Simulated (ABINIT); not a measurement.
BAs in ABINIT: the effect of functional

The system is BAs.

```
As B
1.0
     0.00000    2.38850    2.38850
     2.38850    0.00000    2.38850
     2.38850    2.38850    0.00000
As B
1 1
Direct
  0.75000 0.75000 0.75000
  0.00000 0.00000 0.00000
```

Alike in all runs:

```yaml
Program: ABINIT 10.8.3 (patched build)
Task: band structure
Potentials_or_basis: JTH PAW PBE v2.0
Cutoff: 490 eV
k_mesh: 10 × 10 × 10
Occupations: fermi-dirac, width 0.05 eV
Spin: no spin polarisation
```

```csv
functional,gap on the mesh (eV)
PBE,1.18
LDA,1.13
PBEsol,1.08
RPBE,1.21
BLYP,1.41
AM05,1.12
r2SCAN,1.36
SCAN,1.41
revPBE,1.20
PW91,1.20
WC,1.09
TB-mBJ,?
```

Q: What does the run with functional TB-mBJ give?

A: gap on the mesh 1.72 eV.

Caveats: the constant c of TB-mBJ comes from the pseudo density here, which moves gaps by up to 0.3 eV between sets of potentials (some runs).

